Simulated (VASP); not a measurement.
# From VASP inputs to Ansatz: Ge (strained diamond)

INCAR

```
ENCUT = 520
IBRION = -1
LREAL = .FALSE.
ISMEAR = -1
LCHARG = .FALSE.
NBANDS = 21
EDIFF = 1E-7
LWAVE = .FALSE.
ISIF = 2
NELM = 120
ALGO = Normal
SIGMA = 0.02
NSW = 0
PREC = Accurate
METAGGA = R2SCAN
LASPH = .TRUE.
```

KPOINTS

```
KPOINTS created by Atomic Simulation Environment
0
Gamma
8 8 8
0 0 0
```

KPOINTS_OPT

```
special points
7
Reciprocal
0.0000000000 0.0000000000 0.0000000000 1
0.5000000000 0.0000000000 0.5000000000 1
0.6250000000 0.2500000000 0.6250000000 1
0.3750000000 0.3750000000 0.7500000000 1
0.5000000000 0.5000000000 0.5000000000 1
0.5000000000 0.2500000000 0.7500000000 1
0.0000000000 0.0000000000 0.5000000000 1
```

POSCAR

```
Ge
 1.0000000000000000
     0.0000000000000000    2.9219797175000002    2.9219797175000002
     2.9219797175000002    0.0000000000000000    2.9219797175000002
     2.9219797175000002    2.9219797175000002    0.0000000000000000
 Ge
   2
Cartesian
  0.0000000000000000  0.0000000000000000  0.0000000000000000
  1.4609898587500001  1.4609898587500001  1.4609898587500001
```

VASP ran with the recommended PBE PAW datasets (28 valence electrons in the cell).

Q: Translate these files to an Ansatz input.

A: 

```yaml
crystal:
  lattice:
    - [0.0, 2.9219797175, 2.9219797175]
    - [2.9219797175, 0.0, 2.9219797175]
    - [2.9219797175, 2.9219797175, 0.0]
  atoms:
    - { symbol: Ge, position: [0.0, 0.0, 0.0] }
    - { symbol: Ge, position: [0.25, 0.25, 0.25] }
kpoints:
  mp_grid: { grid: [8, 8, 8] }
  band_path:
    path:
      - [0.0, 0.0, 0.0]
      - [0.5, 0.0, 0.5]
      - [0.625, 0.25, 0.625]
      - [0.375, 0.375, 0.75]
      - [0.5, 0.5, 0.5]
      - [0.5, 0.25, 0.75]
      - [0.0, 0.0, 0.5]
    npoints: 1
hamiltonian:
  xc: r2scan
scf:
  occupations: { method: fermi_dirac, width: 0.02 }
  n_extra_bands: 4
output:
  forces: true
  stress: true
  eigenvalues: true
  write_density: true
  write_potential: true
  elf: true
  volumetric_format: npy
```

Other inputs would serve too.

```csv
,VASP,Ansatz
gap between bands v and c,0.00 eV,0.00 eV
least direct gap,0.00 eV,0.00 eV
pressure,-5.0 GPa,-5.0 GPa
```

Datasets and cutoffs are each program's own. VASP's cell holds 28 valence electrons and Ansatz's 28. Ansatz's stress includes a Pulay correction; VASP's doesn't.
